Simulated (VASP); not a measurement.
# MoP (P-6m2) in VASP: further runs

One crystal, MoP, is run at these levels: LDA; tasks: relaxation of cell and atoms.

Everything below comes from runs of VASP 6.6.1. Logs are shortened: lines on timing, memory, paths and dates and some standing lists are left out, and cuts for length are marked.

## 1. The crystal as given

It takes space group P-6m2 (No. 187, hexagonal). Conventional cell: a = 3.223 Å, b = 3.223 Å, c = 3.191 Å, α = 90.00°, β = 90.00°, γ = 120.00°. Mo (site symmetry -6m2) has 6 P at 2.45 Å as nearest neighbours. P (site symmetry -6m2) is surrounded by 6 Mo at 2.45 Å.

## 2. Relaxation of cell and atoms, LDA

Contents of INCAR:

```
SYSTEM = MoP
  PREC = Accurate
  ENCUT = 350
  EDIFF = 1E-7
  ISMEAR = 0
  SIGMA = 0.1
  LREAL = .FALSE.
  LASPH = .TRUE.
  NELM = 60
  ALGO = Normal
  ISIF = 3
  LWAVE = .FALSE.
  LCHARG = .FALSE.
  GGA = CA
  IBRION = 2
  NSW = 80
  EDIFFG = -0.002
```

Contents of KPOINTS:

```
Automatic mesh
0
G
  9 9 8
  0 0 0
```

Contents of POSCAR:

```
MoP
1.0
    3.2230000000      0.0000000000      0.0000000000
   -1.6115000000      2.7911998800      0.0000000000
    0.0000000000      0.0000000000      3.1910000000
Mo P
1 1
Direct
    0.0000000000      0.0000000000      0.0000000000
    0.3333333300      0.6666666700      0.5000000000
```

Potentials or basis: VASP PAW LDA potentials, release 64 (Mo_sv, P).

Run with:

```bash
cat potpaw_LDA.64/Mo_sv/POTCAR potpaw_LDA.64/P/POTCAR > POTCAR
mpirun -np 1 vasp_std > vasp.out
```

OUTCAR:

```text
SYSTEM = MoP
   PREC = Accurate
   ENCUT = 350
   EDIFF = 1E-7
   ISMEAR = 0
   LREAL = .FALSE.
   LASPH = .TRUE.
   NELM = 60
   ISIF = 3
   GGA = CA
   IBRION = 2
   NSW = 80
   EDIFFG = -0.002

 ion  position               nearest neighbor table
   1  0.000  0.000  0.000-   2 2.45   2 2.45   2 2.45   2 2.45   2 2.45   2 2.45
   2  0.333  0.667  0.500-   1 2.45   1 2.45   1 2.45   1 2.45   1 2.45   1 2.45

  LATTYP: Found a hexagonal cell.
 ALAT       =     3.2230000000
 C/A-ratio  =     0.9900713621

  Lattice vectors:

 A1 = (   3.2230000000,   0.0000000000,   0.0000000000)
 A2 = (  -1.6115000000,   2.7911998800,   0.0000000000)
 A3 = (   0.0000000000,   0.0000000000,   3.1910000000)

Analysis of symmetry for initial positions (statically):
=====================================================================
 Subroutine PRICEL returns:
 Original cell was already a primitive cell.

 Routine SETGRP: Setting up the symmetry group for a
 hexagonal supercell.

 Subroutine GETGRP returns: Found 12 space group operations
 (whereof 12 operations were pure point group operations)
 out of a pool of 24 trial point group operations.

The static configuration has the point symmetry D_3h.

Analysis of symmetry for dynamics (positions and initial velocities):
=====================================================================
 Subroutine PRICEL returns:
 Original cell was already a primitive cell.

 Routine SETGRP: Setting up the symmetry group for a
 hexagonal supercell.

 Subroutine GETGRP returns: Found 12 space group operations
 (whereof 12 operations were pure point group operations)
 out of a pool of 24 trial point group operations.

The dynamic configuration has the point symmetry D_3h.

 Subroutine INISYM returns: Found 12 space group operations
 (whereof 12 operations are pure point group operations),
 and found     1 'primitive' translations

----------------------------------------------------------------------------------------

                                     Primitive cell

  volume of cell :      28.7064

  direct lattice vectors                    reciprocal lattice vectors
     3.223000000  0.000000000  0.000000000     0.310269935  0.179134430  0.000000000
    -1.611500000  2.791199880  0.000000000     0.000000000  0.358268860  0.000000000
     0.000000000  0.000000000  3.191000000     0.000000000  0.000000000  0.313381385

  length of vectors
     3.223000000  3.223000003  3.191000000     0.358268861  0.358268860  0.313381385

  position of ions in fractional coordinates (direct lattice)
     0.000000000  0.000000000  0.000000000
     0.333333330  0.666666670  0.500000000

  ion indices of the primitive-cell ions
   primitive index   ion index
                 1           1
                 2           2

----------------------------------------------------------------------------------------

 KPOINTS: Automatic mesh

Automatic generation of k-mesh.
 Grid dimensions read from file:
 generate k-points for:    9    9    8

 Generating k-lattice:

  Cartesian coordinates                     Fractional coordinates (reciprocal lattice)
     0.034474437  0.019903826  0.000000000     0.111111111  0.000000000  0.000000000
     0.000000000  0.039807651  0.000000000     0.000000000  0.111111111  0.000000000
     0.000000000  0.000000000  0.039172673     0.000000000  0.000000000  0.125000000

  Length of vectors
     0.039807651  0.039807651  0.039172673

  Shift w.r.t. Gamma in fractional coordinates (k-lattice)
     0.000000000  0.000000000  0.000000000

 Subroutine IBZKPT returns following result:
 ===========================================

 Found     60 irreducible k-points:

 Following reciprocal coordinates:
            Coordinates               Weight
  0.000000  0.000000  0.000000      1.000000
  0.111111 -0.000000  0.000000      6.000000
  0.222222 -0.000000  0.000000      6.000000
  0.333333 -0.000000  0.000000      6.000000
  0.444444 -0.000000  0.000000      6.000000
  0.111111  0.111111  0.000000      6.000000
[... 16 lines left out ...]
  0.333333  0.222222  0.125000     24.000000
  0.333333  0.333333  0.125000      4.000000
 [... further k-points ...]
   k-points           NKPTS =     60   k-points in BZ     NKDIM =     60   number of bands    NBANDS=     13
   number of dos      NEDOS =    301   number of ions     NIONS =      2
   total plane-waves  NPLWV =   8000
   dimension x,y,z NGX =    20 NGY =   20 NGZ =   20
   dimension x,y,z NGXF=    40 NGYF=   40 NGZF=   40
   ions per type =               1   1
   NGX,Y,Z   is equivalent  to a cutoff of  10.32, 10.32, 10.42 a.u.
   NGXF,Y,Z  is equivalent  to a cutoff of  20.63, 20.63, 20.84 a.u.
 SYSTEM =  MoP
   PREC   = accura    normal or accurate (medium, high low for compatibility)
   ISTART =      0    job   : 0-new  1-cont  2-samecut
   ICHARG =      2    charge: 1-file 2-atom 10-const
   ISPIN  =      1    spin polarized calculation?
   LNONCOLLINEAR =      F non collinear calculations
   LSORBIT =      F    spin-orbit coupling
   LASPH  =      T    aspherical Exc in radial PAW
   ENCUT  =  350.0 eV  25.72 Ry    5.07 a.u.   4.92  4.92  4.87*2*pi/ulx,y,z
   NELM   =     60;   NELMIN=  2; NELMDL= -5     # of ELM steps
   EDIFF  = 0.1E-06   stopping-criterion for ELM
   LREAL  =      F    real-space projection
   EDIFFG = -.2E-02   stopping-criterion for IOM
   NSW    =     80    number of steps for IOM
   IBRION =      2    ionic relax: 0-MD 1-quasi-New 2-CG
   NFREE  =      1    steps in history (QN), initial steepest desc. (CG)
   ISIF   =      3    stress and relaxation
   ISYM   =      2    0-nonsym 1-usesym 2-fastsym
   POTIM  = 0.5000    time-step for ionic-motion
   TEBEG  =    0.0;   TEEND  =   0.0 temperature during run
   PSTRESS=    0.0 pullay stress
   NELECT =      19.0000    total number of electrons
   NUPDOWN=      -1.0000    fix difference up-down
   EMIN   =  10.00;   EMAX   =-10.00  energy-range for DOS
   EFERMI =   0.00;   METHOD = LEGACY
   ISMEAR =     0;   SIGMA  =   0.10  broadening in eV -4-tet -1-fermi 0-gaus
   EFERMI_NEDOS =   21; number of points for ismear=-14 and -15
   IALGO  =     38    algorithm
   IMIX   =      4    mixing-type and parameters
     AMIX     =   0.40;   BMIX     =  1.00
     AMIX_MAG =   1.60;   BMIX_MAG =  1.00
  volume/ion in A,a.u.               =      14.35        96.86
  Fermi-wavevector in a.u.,A,eV,Ry     =   1.426702  2.696076 27.694378  2.035479
  Thomas-Fermi vector in A             =   2.546951
   LORBIT       =      0    0 simple, 1 ext, 2 COOP (PROOUT), +10 PAW based schemes
   GGA     = CA    functional components
   LHFCALC =     F    Hartree Fock is set to
   AEXX    =    0.0000 exact exchange contribution
   IVDW    =     0    specifies the selected vdW correction
   LEPSILON=     F    determine dielectric tensor
   LRPA    =     F    only Hartree local field effects (RPA)
 conjugate gradient relaxation of ions
 non-spin polarized calculation
 Gauss-broadening in eV      SIGMA  =   0.10
  energy-cutoff  :      350.00
  volume of cell :       28.71
 maximum number of plane-waves:       444
 NGX is ok and might be reduce to    20
   NGX =  9   NGY =  9   NGZ =  9

--------------------------------------- Ionic step        1  -------------------------------------------

 number of electron      18.9999997 magnetization

 Free energy of the ion-electron system (eV)
  ---------------------------------------------------
  ext. energy  EPLUGINS =         0.00000000
  ---------------------------------------------------
  free energy    TOTEN  =       -19.70002840 eV

  energy without entropy =      -19.69428869  energy(sigma->0) =      -19.69715854

------------------------ aborting loop because EDIFF is reached ----------------------------------------

  FORCE on cell =-STRESS in cart. coord.  units (eV):
  Direction    XX          YY          ZZ          XY          YZ          ZX
  --------------------------------------------------------------------------------------
  -------------------------------------------------------------------------------------
  Total       -1.2127579     -1.2127579     -1.5531446      0.0000000      0.0000000      0.0000000
  in kB      -67.6872151    -67.6872152    -86.6850945      0.0000000      0.0000000      0.0000000
  external PRESSURE =     -74.0198416 kB  Pullay stress =       0.0000000 kB

 VOLUME and BASIS-vectors are now :
 -----------------------------------------------------------------------------
  energy-cutoff  :      350.00
  volume of cell :       28.71
      direct lattice vectors                 reciprocal lattice vectors
     3.223000000  0.000000000  0.000000000     0.310269935  0.179134430  0.000000000
    -1.611500000  2.791199880  0.000000000     0.000000000  0.358268860  0.000000000
     0.000000000  0.000000000  3.191000000     0.000000000  0.000000000  0.313381385
[... 253 lines left out ...]
 POSITION                                       TOTAL-FORCE (eV/Angst)
 -----------------------------------------------------------------------------------
      1.59529      2.76312      0.00000        -0.000000      0.000000      0.000000
     -0.00000      1.84208      1.57966         0.000000     -0.000000      0.000000
 -----------------------------------------------------------------------------------
    total drift:                                0.000002     -0.000001     -0.000000

  FREE ENERGIE OF THE ION-ELECTRON SYSTEM (eV)
  ---------------------------------------------------
  free  energy   TOTEN  =       -19.7209739112 eV

  energy  without entropy=      -19.7153941470  energy(sigma->0) =      -19.71818403

--------------------------------------- Ionic step        9  -------------------------------------------

 number of electron      18.9999988 magnetization

 Free energy of the ion-electron system (eV)
  ---------------------------------------------------
  ext. energy  EPLUGINS =         0.00000000
  ---------------------------------------------------
  free energy    TOTEN  =       -19.72099968 eV

  energy without entropy =      -19.71542154  energy(sigma->0) =      -19.71821061

 E-fermi :  12.3176     XC(G=0): -12.9125

 val. band max:       12.2948190520   @ k =   0.1111   0.1111   0.0000
 cond. band min:      12.3401295403   @ k =   0.3333  -0.0000   0.2500
 fundamental gap:      0.0453104882
 Fermi energy:        12.3175824734

 k-point     1 :       0.0000    0.0000    0.0000
  band No.  band energies     occupation
      1     -48.4971      2.00000
      2     -22.8596      2.00000
      3     -22.6268      2.00000
      4     -22.6268      2.00000
      5      -1.7697      2.00000
      6       7.9066      2.00000
      7       8.8957      2.00000
      8       8.8957      2.00000
      9      11.6533      2.00000
     10      12.6110      0.00003
     11      12.6110      0.00003
     12      16.5792      0.00000
     13      16.5792      0.00000

 k-point     2 :       0.1111   -0.0000    0.0000
  band No.  band energies     occupation
      1     -48.4925      2.00000
      2     -22.8534      2.00000
      3     -22.6744      2.00000
      4     -22.6376      2.00000
      5      -1.5344      2.00000
      6       7.7755      2.00000
      7       8.7167      2.00000
      8       9.1017      2.00000
      9      10.6208      2.00000
     10      12.5151      0.00521
     11      13.8166      0.00000
[... 339 lines left out ...]
 k-point    24 :       0.3333    0.3333    0.1250
  band No.  band energies     occupation
      1     -48.4495      2.00000
      2     -22.9172      2.00000
      3     -22.8735      2.00000
      4     -22.8450      2.00000
      5       1.4453      2.00000
      6       5.9746      2.00000
      7       6.6164      2.00000
      8       8.0146      2.00000
      9      10.5781      2.00000
     10      13.0090      0.00000
     11      13.1140      0.00000
     12      13.7175      0.00000
     13      18.7752      0.00000

 [... further k-points ...]

------------------------ aborting loop because EDIFF is reached ----------------------------------------

  FORCE on cell =-STRESS in cart. coord.  units (eV):
  Direction    XX          YY          ZZ          XY          YZ          ZX
  --------------------------------------------------------------------------------------
  -------------------------------------------------------------------------------------
  Total        0.0003044      0.0003044     -0.0004058      0.0000000      0.0000000      0.0000000
  in kB        0.0175315      0.0175315     -0.0233694      0.0000000      0.0000000      0.0000000
  external PRESSURE =       0.0038979 kB  Pullay stress =       0.0000000 kB

 VOLUME and BASIS-vectors are now :
 -----------------------------------------------------------------------------
  energy-cutoff  :      350.00
  volume of cell :       27.82
      direct lattice vectors                 reciprocal lattice vectors
     3.189602802  0.000000000  0.000000000     0.313518661  0.181010083  0.000000000
    -1.594801401  2.762277058  0.000000000    -0.000000000  0.362020166  0.000000000
    -0.000000000 -0.000000000  3.157905200     0.000000000 -0.000000000  0.316665617

 POSITION                                       TOTAL-FORCE (eV/Angst)
 -----------------------------------------------------------------------------------
     -0.00000     -0.00000      3.15791        -0.000000      0.000000      0.000000
     -0.00000      1.84152      1.57895         0.000000     -0.000000      0.000000
 -----------------------------------------------------------------------------------
    total drift:                                0.000002     -0.000001      0.000000

  FREE ENERGIE OF THE ION-ELECTRON SYSTEM (eV)
  ---------------------------------------------------
  free  energy   TOTEN  =       -19.7209996795 eV

  energy  without entropy=      -19.7154215420  energy(sigma->0) =      -19.71821061

 reached required accuracy - stopping structural energy minimisation
```

Run time: 59 s. Hardware: 1 thread of Intel Xeon Platinum 8175M at 2.50GHz (Skylake/Cascade Lake), shared host; peak memory 0.13 GiB.

What came out:

```
Free energy                            : -19.7210 eV
Relaxed volume                         : 13.91 Å³/atom
Relaxed cell                           : a = 3.190 Å, b = 3.190 Å, c = 3.158 Å, α = 90.00°, β = 90.00°, γ = 120.00°
Space group after relaxing (to 0.05 Å) : P-6m2 (No. 187)
Energy gained by relaxing              : 10.5 meV/atom
Ionic steps                            : 9
Pressure after relaxing                : 0.0 GPa
Band gap on the k mesh                 : none (metal or under the smearing width)
```

Step by step:
| step | energy change (eV) | largest force (eV/Å) | pressure (GPa) | volume (Å³) |
| --- | --- | --- | --- | --- |
| 1 | 0.0000 | 0.0000 | -7.40 | 28.71 |
| 2 | 0.0869 | 0.0000 | 19.92 | 26.04 |
| 3 | -0.0208 | 0.0000 | -0.24 | 27.86 |
| 4 | -0.0209 | 0.0000 | -0.06 | 27.84 |
| 5 | -0.0209 | 0.0000 | 0.09 | 27.82 |
| 6 | -0.0210 | 0.0000 | 0.15 | 27.81 |
| 7 | -0.0210 | 0.0000 | 0.15 | 27.81 |
| 8 | -0.0209 | 0.0000 | -0.27 | 27.85 |
| 9 | -0.0210 | 0.0000 | 0.00 | 27.82 |

Final structure:
```
CELL_PARAMETERS angstrom
3.18960 0.00000 0.00000
-1.59480 2.76228 0.00000
0.00000 0.00000 3.15791
ATOMIC_POSITIONS crystal
Mo 0.00000 0.00000 0.00000
P 0.33333 0.66667 0.50000
```

## 3. Relaxation of cell and atoms, LDA

This run uses another cell than the first one, of 13.91 Å³/atom, 0.969 times its volume.

INCAR is that of step 2.

KPOINTS is that of step 2.

Contents of POSCAR:

```
MoP                                     
1.0
    3.1896028019      0.0000000000      0.0000000000
   -1.5948014009      2.7622770579      0.0000000000
   -0.0000000000     -0.0000000000      3.1579052001
  Mo              P             
     1     1
Direct
     0.0000000000000000    0.0000000000000000    1.0000000000000000
     0.3333333300000021    0.6666666699999979    0.5000000000000000
```

Potentials or basis: VASP PAW LDA potentials, release 64 (Mo_sv, P).

Run with:

```bash
cat potpaw_LDA.64/Mo_sv/POTCAR potpaw_LDA.64/P/POTCAR > POTCAR
mpirun -np 1 vasp_std > vasp.out
```

Run time: 19 s. Hardware: 1 thread of Intel Xeon Platinum 8175M at 2.50GHz (Skylake/Cascade Lake), shared host; peak memory 0.13 GiB.

Results (log left out):

```yaml
Free_energy: -19.7161 eV
Relaxed_volume: 13.91 Å³/atom
Relaxed_cell: a = 3.189 Å, b = 3.189 Å, c = 3.158 Å, α = 90.00°, β = 90.00°, γ = 120.00°
Space_group_after_relaxing_to_0.05_Å: P-6m2 (No. 187)
Energy_gained_by_relaxing: 0.0 meV/atom
Ionic_steps: 3
Pressure_after_relaxing: 0.0 GPa
Band_gap_on_the_k_mesh: none (metal or under the smearing width)
```

Final structure:
```
Mo P
1.0
     3.18948    0.00000    0.00000
    -1.59474    2.76217    0.00000
     0.00000    0.00000    3.15775
Mo P
1 1
Cartesian
  0.0000 0.0000 3.1577
  0.0000 1.8414 1.5789
```

Levels at points of the mesh, in eV from the Fermi level:
```
           k point  band 7  band 8  band 9  band 10  band 11  band 12  band 13
(0.00, 0.00, 0.00)   -3.42   -3.42   -0.66     0.29     0.29     4.26     4.26
(0.00, 0.00, 0.50)   -2.81   -2.81   -1.78    -1.78     1.38     2.98     2.98
```
